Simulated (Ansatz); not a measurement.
MgO: distorted cells

All numbers below come from Ansatz 0.2.0, DFT PBEsol, scalar-relativistic, plane waves, PAW.

Settings: cutoff 420 eV, Γ-centred mesh 9×9×6 on the computed 4-atom cell, Gaussian smearing of 0.02 eV; no spin polarisation.

Reference cell:

```
Mg O
1.0
     3.48638    0.00000    0.00000
    -1.74319    3.01929    0.00000
     0.00000    0.00000    4.17804
Mg O
2 2
Direct
  0.66667 0.33333 0.75000
  0.33333 0.66667 0.25000
  0.66667 0.33333 0.25000
  0.33333 0.66667 0.75000
```

Each variant moves atoms of this cell by the vectors given, if any (Å), and then applies a symmetric strain (tensor components, Cartesian axes). The reference cell isn't relaxed at this level. Energies are per atom at zero smearing, counted from the lowest variant. Pressure is positive in compression.

1. strain (xx yy zz yz xz xy, %) 5.36 5.48 3.69 0.51 1.75 2.00; moves: Mg1 (0.015, -0.024, -0.059); Mg2 (0.073, -0.126, 0.048); O3 (-0.080, 0.182, -0.098); O4 (-0.008, -0.033, 0.109)
2. strain (xx yy zz yz xz xy, %) -3.52 0.72 4.25 -2.27 -1.31 3.67; moves: Mg1 (-0.002, 0.032, 0.005); Mg2 (0.028, 0.014, 0.005); O3 (-0.008, -0.026, -0.005); O4 (-0.019, -0.020, -0.005)
3. strain (xx yy zz yz xz xy, %) 2.81 1.78 3.75 -0.99 -0.44 0.20; moves: Mg1 (-0.075, -0.054, -0.080); Mg2 (-0.121, 0.133, 0.056); O3 (0.048, -0.093, -0.045); O4 (0.148, 0.013, 0.069)
4. strain (xx yy zz yz xz xy, %) 5.11 5.11 3.61 0.00 0.00 0.00
5. strain (xx yy zz yz xz xy, %) -0.15 -0.73 -0.94 -0.44 1.00 0.09; moves: Mg1 (0.015, 0.000, -0.016); Mg2 (-0.019, -0.001, 0.026); O3 (-0.017, -0.019, 0.012); O4 (0.021, 0.019, -0.022)
6. strain (xx yy zz yz xz xy, %) 0.95 0.95 -5.05 0.00 0.00 0.00
7. strain (xx yy zz yz xz xy, %) 4.64 4.41 3.45 -0.58 1.00 -0.20; moves: Mg1 (0.179, -0.013, -0.044); Mg2 (-0.101, 0.148, 0.044); O3 (-0.074, -0.047, 0.056); O4 (-0.004, -0.088, -0.056)
8. strain (xx yy zz yz xz xy, %) 2.55 3.41 4.17 -0.13 1.00 0.20; moves: Mg1 (0.034, 0.026, 0.015); Mg2 (0.003, -0.017, 0.008); O3 (-0.012, -0.011, -0.017); O4 (-0.024, 0.002, -0.005)

| variant | ΔE (meV/atom) | P (GPa) | largest force (eV/Å) | gap on mesh (eV) | space group |
| --- | --- | --- | --- | --- | --- |
| 1 | ? | ? | ? | ? | ? |
| 2 | 45.6 | 1.30 | 1.14 | 3.14 | Cc |
| 3 | 166.1 | -3.42 | 2.69 | 2.78 | P1 |
| 4 | 54.6 | -12.68 | 0.00 | 2.70 | P6_3/mmc |
| 5 | 0.0 | 3.96 | 0.55 | 3.40 | P1 |
| 6 | ? | ? | ? | ? | ? |
| 7 | 158.5 | -7.79 | 1.94 | 2.69 | C2 |
| 8 | 30.7 | -9.69 | 0.53 | 2.81 | P1 |

Q: Give the withheld rows.

A:
| variant | ΔE (meV/atom) | P (GPa) | largest force (eV/Å) | gap on mesh (eV) | space group |
| --- | --- | --- | --- | --- | --- |
| 1 | 220.4 | -8.47 | 3.32 | 2.54 | P1 |
| 6 | 17.9 | 7.56 | 0.00 | 3.54 | P6_3/mmc |

An odd mesh misses points on the zone edge, so a gap read on it can be too wide.

This form isn't the usual stable structure of the compound.